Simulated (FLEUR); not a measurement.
# Ge (Imma) in FLEUR: band structure with r2SCAN

Aim: the band structure of Ge with r2SCAN.

All numbers are computed with FLEUR MaX-R8.1 (later development tree); they aren't measurements. Logs are shortened: lines on timing, memory, paths and dates and some standing lists are left out, and cuts for length are marked.

## Step 1: Starting point

Symmetry: Imma, No. 74, orthorhombic system. Conventional cell: a = 4.992 Å, b = 5.302 Å, c = 2.874 Å, α = 90.00°, β = 90.00°, γ = 90.00°. Around Ge (site symmetry mm2) lie 6 Ge at 2.68 to 2.87 Å.

This isn't the form of Ge at room conditions, which is diamond.

## Step 2: Band structure, r2SCAN

Input file inp.xml:

```xml
<?xml version="1.0" encoding="UTF-8" standalone="no"?>
<fleurInput fleurInputVersion="0.39">
   <comment>
      Ge                                                                                                  
   </comment>
   <calculationSetup>
      <cutoffs Kmax="4.19" Gmax="13.0" GmaxXC="13.0" numbands="0"/>
      <scfLoop itmax="80" minDistance="0.0001" maxIterBroyd="30" imix="Anderson" alpha="0.05" precondParam="0.0" spinf="2.0" sdNocoIR="T"/>
      <coreElectrons ctail="F" frcor="F" kcrel="0" coretail_lmax="0"/>
      <xcFunctional name="LibXC" relativisticCorrections="F">
         <LibXCName exchange="mgga_x_r2scan" correlation="mgga_c_r2scan"/>
         <AuxGGA exchange="117" correlation="130"/>
      </xcFunctional>
      <magnetism jspins="1"/>
      <soc l_soc="F" theta="0.0" phi="0.0" spav="F"/>
      <expertModes spex="0" secvar="F"/>
      <geometryOptimization l_f="F" forcealpha="1.0" forcemix="BFGS" epsdisp="0.00001" epsforce="0.00001"/>
      <ldaU l_linMix="F" mixParam="0.05" spinf="1.0"/>
   </calculationSetup>
   <cell>
      <bzIntegration valenceElectrons="44.0" mode="hist" fermiSmearingEnergy="0.00183747">
         <kPointListSelection listName="default-1"/>
         <!-- k-points included here -->
         <xi:include xmlns:xi="http://www.w3.org/2001/XInclude" href="kpts.xml"> </xi:include>
      </bzIntegration>
      <!-- symmetry operations included here -->
      <xi:include xmlns:xi="http://www.w3.org/2001/XInclude" href="sym.xml"> </xi:include>
      <bulkLattice scale="1.0">
         <bravaisMatrix>
            <row-1>   -4.7165636549368903     5.0094050638355299     2.7154362855655960</row-1>
            <row-2>    4.7165636549368903    -5.0094050638355299     2.7154362855655960</row-2>
            <row-3>    4.7165636549368903     5.0094050638355299    -2.7154362855655960</row-3>
         </bravaisMatrix>
      </bulkLattice>
   </cell>
   <atomSpecies>
      <species name="Germanium (Ge)" element="Ge" atomicNumber="32">
         <mtSphere radius="2.34" gridPoints="773" logIncrement="0.016"/>
         <atomicCutoffs lmax="9" lnonsphr="9"/>
         <electronConfig flipSpins="F">
            <coreConfig>(1s1/2) (2s1/2) (2p1/2) (2p3/2)</coreConfig>
            <valenceConfig>(3s1/2) (3p1/2) (3p3/2) (4s1/2) (3d3/2) (3d5/2) (4p1/2) (4p3/2)</valenceConfig>
            <stateOccupation state="(4p1/2)" spinUp="0.333333" spinDown="0.333333"/>
            <stateOccupation state="(4p3/2)" spinUp="0.666667" spinDown="0.666667"/>
         </electronConfig>
         <energyParameters s="4" p="4" d="3" f="4"/>
         <lo type="SCLO" l="0" n="3" eDeriv="0"/>
         <lo type="SCLO" l="1" n="3" eDeriv="0"/>
         <lo type="SCLO" l="1" n="3" eDeriv="1"/>
         <lo type="HELO" l="2" n="4" eDeriv="0"/>
         <lo type="HELO" l="2" n="4" eDeriv="1"/>
         <lo type="SCLO" l="3" n="4" eDeriv="2"/>
      </species>
   </atomSpecies>
   <atomGroups>
      <atomGroup species="Germanium (Ge)">
         <relPos label="                   1">.3140570000 .0640570000 1.000/4.000</relPos>
         <relPos label="                   2">-.3140570000 -.0640570000 -1.000/4.000</relPos>
         <force calculate="T" relaxXYZ="TTT"/>
      </atomGroup>
   </atomGroups>
   <output dos="F" band="F" slice="F">
      <checks vchk="F" cdinf="F"/>
      <bandDOS minEnergy="-.5*Htr" maxEnergy="0.5*Htr" sigma="0.015" storeEVData="T"/>
      <vacuumDOS vacdos="F" integ="F" star="F" nstars="0" locx1="0.0" locy1="0.0" locx2="0.0" locy2="0.0" nstm="0" tworkf="0.0"/>
      <unfoldingBand unfoldBand="F" supercellX="1" supercellY="1" supercellZ="1"/>
      <plotting iplot="0" polar="F">
         <plot TwoD="T" vec1="  1.0  0.0  0.0" vec2="  0.0  1.0  0.0" vec3="  0.0  0.0  1.0" zero="  0.0  0.0  0.0" file="plot"/>
      </plotting>
      <chargeDensitySlicing numkpt="0" minEigenval="0.0" maxEigenval="0.0" nnne="0" pallst="F"/>
      <specialOutput eonly="F"/>
      <moessbauerParams electricFieldGradient="T" isomerShift="T" coreHyperfine="T" valenceHyperfine="T"/>
      <magneticCircularDichroism mcd="F" energyLo="-10.0" energyUp="0.0"/>
   </output>
  <!-- We include the file relax.xml here to enable relaxations (see documentation) -->
  <xi:include xmlns:xi="http://www.w3.org/2001/XInclude" href="relax.xml"> <xi:fallback/> </xi:include>
</fleurInput>
```

Input file crystal.txt:

```
Ge
&input cartesian=F /
-2.4958980000  2.6508630000  1.4369470000
2.4958980000  -2.6508630000  1.4369470000
2.4958980000  2.6508630000  -1.4369470000
1.8897261246
1.0 1.0 1.0

2
32 0.3140570000  0.0640570000  0.2500000000
32 0.6859430000  0.9359430000  0.7500000000

&kpt div1=11 div2=11 div3=11 gamma=T /
```

Input file inp.xml (bands):

```
<?xml version="1.0" encoding="UTF-8" standalone="no"?>
<fleurInput fleurInputVersion="0.39">
   <comment>
      Ge                                                                                                  
   </comment>
   <calculationSetup>
      <cutoffs Kmax="4.19" Gmax="13.0" GmaxXC="13.0" numbands="0"/>
      <scfLoop itmax="80" minDistance="0.0001" maxIterBroyd="30" imix="Anderson" alpha="0.05" precondParam="0.0" spinf="2.0" sdNocoIR="T"/>
      <coreElectrons ctail="F" frcor="F" kcrel="0" coretail_lmax="0"/>
      <xcFunctional name="LibXC" relativisticCorrections="F">
         <LibXCName exchange="mgga_x_r2scan" correlation="mgga_c_r2scan"/>
         <AuxGGA exchange="117" correlation="130"/>
      </xcFunctional>
      <magnetism jspins="1"/>
      <soc l_soc="F" theta="0.0" phi="0.0" spav="F"/>
      <expertModes spex="0" secvar="F"/>
      <geometryOptimization l_f="F" forcealpha="1.0" forcemix="BFGS" epsdisp="0.00001" epsforce="0.00001"/>
      <ldaU l_linMix="F" mixParam="0.05" spinf="1.0"/>
   </calculationSetup>
   <cell>
      <bzIntegration valenceElectrons="44.0" mode="hist" fermiSmearingEnergy="0.00183747">
         <kPointListSelection listName="path-1"/>
         <!-- k-points included here -->
         <xi:include xmlns:xi="http://www.w3.org/2001/XInclude" href="kpts.xml"> </xi:include>
      </bzIntegration>
      <!-- symmetry operations included here -->
      <xi:include xmlns:xi="http://www.w3.org/2001/XInclude" href="sym.xml"> </xi:include>
      <bulkLattice scale="1.0">
         <bravaisMatrix>
            <row-1>   -4.7165636549368903     5.0094050638355299     2.7154362855655960</row-1>
            <row-2>    4.7165636549368903    -5.0094050638355299     2.7154362855655960</row-2>
            <row-3>    4.7165636549368903     5.0094050638355299    -2.7154362855655960</row-3>
         </bravaisMatrix>
      </bulkLattice>
   </cell>
   <atomSpecies>
      <species name="Germanium (Ge)" element="Ge" atomicNumber="32">
         <mtSphere radius="2.34" gridPoints="773" logIncrement="0.016"/>
         <atomicCutoffs lmax="9" lnonsphr="9"/>
         <electronConfig flipSpins="F">
            <coreConfig>(1s1/2) (2s1/2) (2p1/2) (2p3/2)</coreConfig>
            <valenceConfig>(3s1/2) (3p1/2) (3p3/2) (4s1/2) (3d3/2) (3d5/2) (4p1/2) (4p3/2)</valenceConfig>
            <stateOccupation state="(4p1/2)" spinUp="0.333333" spinDown="0.333333"/>
            <stateOccupation state="(4p3/2)" spinUp="0.666667" spinDown="0.666667"/>
         </electronConfig>
         <energyParameters s="4" p="4" d="3" f="4"/>
         <lo type="SCLO" l="0" n="3" eDeriv="0"/>
         <lo type="SCLO" l="1" n="3" eDeriv="0"/>
         <lo type="SCLO" l="1" n="3" eDeriv="1"/>
         <lo type="HELO" l="2" n="4" eDeriv="0"/>
         <lo type="HELO" l="2" n="4" eDeriv="1"/>
         <lo type="SCLO" l="3" n="4" eDeriv="2"/>
      </species>
   </atomSpecies>
   <atomGroups>
      <atomGroup species="Germanium (Ge)">
         <relPos label="                   1">.3140570000 .0640570000 1.000/4.000</relPos>
         <relPos label="                   2">-.3140570000 -.0640570000 -1.000/4.000</relPos>
         <force calculate="T" relaxXYZ="TTT"/>
      </atomGroup>
   </atomGroups>
   <output dos="F" band="T" slice="F">
      <checks vchk="F" cdinf="F"/>
      <bandDOS minEnergy="-.5*Htr" maxEnergy="0.5*Htr" sigma="0.015" storeEVData="T"/>
      <vacuumDOS vacdos="F" integ="F" star="F" nstars="0" locx1="0.0" locy1="0.0" locx2="0.0" locy2="0.0" nstm="0" tworkf="0.0"/>
      <unfoldingBand unfoldBand="F" supercellX="1" supercellY="1" supercellZ="1"/>
      <plotting iplot="0" polar="F">
         <plot TwoD="T" vec1="  1.0  0.0  0.0" vec2="  0.0  1.0  0.0" vec3="  0.0  0.0  1.0" zero="  0.0  0.0  0.0" file="plot"/>
      </plotting>
      <chargeDensitySlicing numkpt="0" minEigenval="0.0" maxEigenval="0.0" nnne="0" pallst="F"/>
      <specialOutput eonly="F"/>
      <moessbauerParams electricFieldGradient="T" isomerShift="T" coreHyperfine="T" valenceHyperfine="T"/>
      <magneticCircularDichroism mcd="F" energyLo="-10.0" energyUp="0.0"/>
   </output>
  <!-- We include the file relax.xml here to enable relaxations (see documentation) -->
  <xi:include xmlns:xi="http://www.w3.org/2001/XInclude" href="relax.xml"> <xi:fallback/> </xi:include>
</fleurInput>
```

Potentials or basis: all-electron, FLAPW.

Command:

```bash
inpgen -f crystal.txt -profile fastHighL
# inp.xml edited to the form shown
fleur_MPI
fleur_MPI   # second run, on inp.xml (bands)
```

Log:

```text
Welcome to FLEUR        (www.flapw.de)
      MaX-Release 8.1          (www.max-centre.eu)
 func_ids         498         497         498         497
 MetaGGA potential functional detected - V_tau will be computed
 Auxiliary Potential for radial basis: exchange=         117  correlation=         130
The functional 'Re-regularized SCAN exchange by Furness et al' is an exchange functional, it belongs to the 'MGGA' family and is defined in the reference(s):
[1] J. W. Furness, A. D. Kaplan, J. Ning, J. P. Perdew, and J. Sun.,  J. Phys. Chem. Lett. 11, 8208-8215 (2020)
[2] J. W. Furness, A. D. Kaplan, J. Ning, J. P. Perdew, and J. Sun.,  J. Phys. Chem. Lett. 11, 9248-9248 (2020)
The functional 'Re-regularized SCAN correlation by Furness et al' is a correlation functional, it belongs to the 'MGGA' family and is defined in the reference(s):
[1] J. W. Furness, A. D. Kaplan, J. Ning, J. P. Perdew, and J. Sun.,  J. Phys. Chem. Lett. 11, 8208-8215 (2020)
[2] J. W. Furness, A. D. Kaplan, J. Ning, J. P. Perdew, and J. Sun.,  J. Phys. Chem. Lett. 11, 9248-9248 (2020)
 Using same functional for VXC and EXC

 ========== k-point set info ==========
 Selected k-point list: default-1
 k-point list type: mesh
 11 x 11 x 11
 Number of k points: 216

 ------------Calculation Setup---------------------------
 Number of MPI-tasks      :            1
 Number of PE/node        :            1
 Number of OMP-threads    :            1
 Most efficient MPI parallelization for:
           1           2           3           4           6           8           9          12          18          24          27          36          54          72         108         216
 Additional eigenvalue parallelization possible
 Number of basis functions:          422
 Approximate size of matrices (H+S) per k-point:         0.003 GB
 --------------------------------------------------------
The functional 'Hammer, Hansen, and Norskov' is an exchange functional, it belongs to the 'GGA' family and is defined in the reference(s):
[1] B. Hammer, L. B. Hansen, and J. K. Nørskov.,  Phys. Rev. B 59, 7413 (1999)
The functional 'Perdew, Burke & Ernzerhof' is a correlation functional, it belongs to the 'GGA' family and is defined in the reference(s):
[1] J. P. Perdew, K. Burke, and M. Ernzerhof.,  Phys. Rev. Lett. 77, 3865 (1996)
[2] J. P. Perdew, K. Burke, and M. Ernzerhof.,  Phys. Rev. Lett. 78, 1396 (1997)
 Using same functional for VXC and EXC
 Using auxiliary GGA potential for the first iteration of MetaGGA calculation.
 Reset of history
 Reset of history
 Iteration:     1   Distance:      20.83008727 me/bohr^3
The functional 'Hammer, Hansen, and Norskov' is an exchange functional, it belongs to the 'GGA' family and is defined in the reference(s):
[1] B. Hammer, L. B. Hansen, and J. K. Nørskov.,  Phys. Rev. B 59, 7413 (1999)
The functional 'Perdew, Burke & Ernzerhof' is a correlation functional, it belongs to the 'GGA' family and is defined in the reference(s):
[1] J. P. Perdew, K. Burke, and M. Ernzerhof.,  Phys. Rev. Lett. 77, 3865 (1996)
[2] J. P. Perdew, K. Burke, and M. Ernzerhof.,  Phys. Rev. Lett. 78, 1396 (1997)
 Using same functional for VXC and EXC
 Iteration:     2   Distance:      19.99024752 me/bohr^3
The functional 'Hammer, Hansen, and Norskov' is an exchange functional, it belongs to the 'GGA' family and is defined in the reference(s):
[1] B. Hammer, L. B. Hansen, and J. K. Nørskov.,  Phys. Rev. B 59, 7413 (1999)
The functional 'Perdew, Burke & Ernzerhof' is a correlation functional, it belongs to the 'GGA' family and is defined in the reference(s):
[1] J. P. Perdew, K. Burke, and M. Ernzerhof.,  Phys. Rev. Lett. 77, 3865 (1996)
[2] J. P. Perdew, K. Burke, and M. Ernzerhof.,  Phys. Rev. Lett. 78, 1396 (1997)
 Using same functional for VXC and EXC
 Iteration:     3   Distance:      18.94136388 me/bohr^3
The functional 'Hammer, Hansen, and Norskov' is an exchange functional, it belongs to the 'GGA' family and is defined in the reference(s):
[1] B. Hammer, L. B. Hansen, and J. K. Nørskov.,  Phys. Rev. B 59, 7413 (1999)
The functional 'Perdew, Burke & Ernzerhof' is a correlation functional, it belongs to the 'GGA' family and is defined in the reference(s):
[1] J. P. Perdew, K. Burke, and M. Ernzerhof.,  Phys. Rev. Lett. 77, 3865 (1996)
[2] J. P. Perdew, K. Burke, and M. Ernzerhof.,  Phys. Rev. Lett. 78, 1396 (1997)
 Using same functional for VXC and EXC
 Iteration:     4   Distance:       3.17703230 me/bohr^3
The functional 'Hammer, Hansen, and Norskov' is an exchange functional, it belongs to the 'GGA' family and is defined in the reference(s):
[1] B. Hammer, L. B. Hansen, and J. K. Nørskov.,  Phys. Rev. B 59, 7413 (1999)
The functional 'Perdew, Burke & Ernzerhof' is a correlation functional, it belongs to the 'GGA' family and is defined in the reference(s):
[1] J. P. Perdew, K. Burke, and M. Ernzerhof.,  Phys. Rev. Lett. 77, 3865 (1996)
[2] J. P. Perdew, K. Burke, and M. Ernzerhof.,  Phys. Rev. Lett. 78, 1396 (1997)
 Using same functional for VXC and EXC
 Iteration:     5   Distance:       0.91552852 me/bohr^3
The functional 'Hammer, Hansen, and Norskov' is an exchange functional, it belongs to the 'GGA' family and is defined in the reference(s):
[... 25 lines left out ...]
 Using same functional for VXC and EXC
 Iteration:     9   Distance:       0.00534593 me/bohr^3
The functional 'Hammer, Hansen, and Norskov' is an exchange functional, it belongs to the 'GGA' family and is defined in the reference(s):
[1] B. Hammer, L. B. Hansen, and J. K. Nørskov.,  Phys. Rev. B 59, 7413 (1999)
The functional 'Perdew, Burke & Ernzerhof' is a correlation functional, it belongs to the 'GGA' family and is defined in the reference(s):
[1] J. P. Perdew, K. Burke, and M. Ernzerhof.,  Phys. Rev. Lett. 77, 3865 (1996)
[2] J. P. Perdew, K. Burke, and M. Ernzerhof.,  Phys. Rev. Lett. 78, 1396 (1997)
 Using same functional for VXC and EXC
 Iteration:    10   Distance:       0.00248230 me/bohr^3
The functional 'Hammer, Hansen, and Norskov' is an exchange functional, it belongs to the 'GGA' family and is defined in the reference(s):
[1] B. Hammer, L. B. Hansen, and J. K. Nørskov.,  Phys. Rev. B 59, 7413 (1999)
The functional 'Perdew, Burke & Ernzerhof' is a correlation functional, it belongs to the 'GGA' family and is defined in the reference(s):
[1] J. P. Perdew, K. Burke, and M. Ernzerhof.,  Phys. Rev. Lett. 77, 3865 (1996)
[2] J. P. Perdew, K. Burke, and M. Ernzerhof.,  Phys. Rev. Lett. 78, 1396 (1997)
 Using same functional for VXC and EXC
 Iteration:    11   Distance:       0.00062892 me/bohr^3
The functional 'Hammer, Hansen, and Norskov' is an exchange functional, it belongs to the 'GGA' family and is defined in the reference(s):
[1] B. Hammer, L. B. Hansen, and J. K. Nørskov.,  Phys. Rev. B 59, 7413 (1999)
The functional 'Perdew, Burke & Ernzerhof' is a correlation functional, it belongs to the 'GGA' family and is defined in the reference(s):
[1] J. P. Perdew, K. Burke, and M. Ernzerhof.,  Phys. Rev. Lett. 77, 3865 (1996)
[2] J. P. Perdew, K. Burke, and M. Ernzerhof.,  Phys. Rev. Lett. 78, 1396 (1997)
 Using same functional for VXC and EXC
 Iteration:    12   Distance:       0.00006877 me/bohr^3

 ********************************************************************
 Run finished successfully
 Stop message:
   all done
 ********************************************************************
```

Wall time 3 min (1 thread of Arm Neoverse V2, shared host); peak memory 0.1 GiB.

What came out:

* Free energy: -114247.6579 eV
* Band gap along the path: none (metal or under the smearing width)
* Valence electrons inside the program's atomic spheres: Ge 20.31 (radii Ge 2.34 bohr)

Levels at the corners of the path, in eV from the Fermi level:
| point | band 18 | band 19 | band 20 | band 21 | band 22 | band 23 | band 24 | band 25 | band 26 | band 27 |
| --- | --- | --- | --- | --- | --- | --- | --- | --- | --- | --- |
| Γ | -25.16 | -13.76 | -3.87 | -2.61 | -2.10 | 3.90 | 7.29 | 7.54 | 8.29 | 8.63 |
| X | -25.21 | -7.78 | -6.88 | -3.95 | -3.87 | -3.49 | 3.97 | 5.85 | 7.87 | 11.36 |
| L | -25.21 | -7.79 | -6.92 | -4.12 | -3.93 | -3.11 | 3.77 | 6.07 | 7.76 | 11.50 |
| T | -25.17 | -8.56 | -6.19 | -3.51 | -2.50 | -1.98 | 3.53 | 4.21 | 6.91 | 9.00 |
| W | -25.24 | -7.29 | -7.29 | -4.56 | -4.56 | 4.02 | 4.02 | 5.44 | 5.44 | 8.53 |
| R | -25.26 | -8.40 | -7.30 | -2.01 | -1.71 | -0.88 | 1.62 | 3.39 | 4.59 | 10.01 |
| X1 | -25.21 | -7.78 | -6.88 | -3.95 | -3.87 | -3.49 | 3.97 | 5.85 | 7.87 | 11.36 |
| Z | -25.27 | -9.57 | -8.59 | -6.10 | -5.89 | 4.62 | 7.25 | 11.29 | 11.92 | 13.31 |
| Γ | -25.16 | -13.76 | -3.87 | -2.61 | -2.10 | 3.90 | 7.29 | 7.54 | 8.29 | 8.63 |
| Y | -25.27 | -9.55 | -8.76 | -6.08 | -5.69 | 4.64 | 7.27 | 11.23 | 11.74 | 13.23 |
| S | -25.26 | -10.87 | -10.87 | 0.60 | 0.60 | 2.53 | 2.53 | 7.13 | 7.13 | 11.28 |
| W | -25.24 | -7.29 | -7.29 | -4.56 | -4.56 | 4.02 | 4.02 | 5.44 | 5.44 | 8.53 |
| L1 | -25.21 | -7.79 | -6.92 | -4.12 | -3.93 | -3.11 | 3.77 | 6.07 | 7.76 | 11.50 |
| Y | -25.27 | -9.55 | -8.76 | -6.08 | -5.69 | 4.64 | 7.27 | 11.23 | 11.74 | 13.23 |
| Y1 | -25.27 | -9.55 | -8.76 | -6.08 | -5.69 | 4.64 | 7.27 | 11.23 | 11.74 | 13.23 |
| Z | -25.27 | -9.57 | -8.59 | -6.10 | -5.89 | 4.62 | 7.25 | 11.29 | 11.92 | 13.31 |

Core levels (eV from the Fermi level):
| atom | levels |
| --- | --- |
| 1 Ge | 1s1/2 -10953.9, 2s1/2 -1366.1, 2p1/2 -1214.2, 2p3/2 -1182.4 |
| 2 Ge | 1s1/2 -10953.9, 2s1/2 -1366.1, 2p1/2 -1214.2, 2p3/2 -1182.4 |

Caveat: the meta-GGA is that of a development version, with a GGA for the radial functions and cores and without core tails.
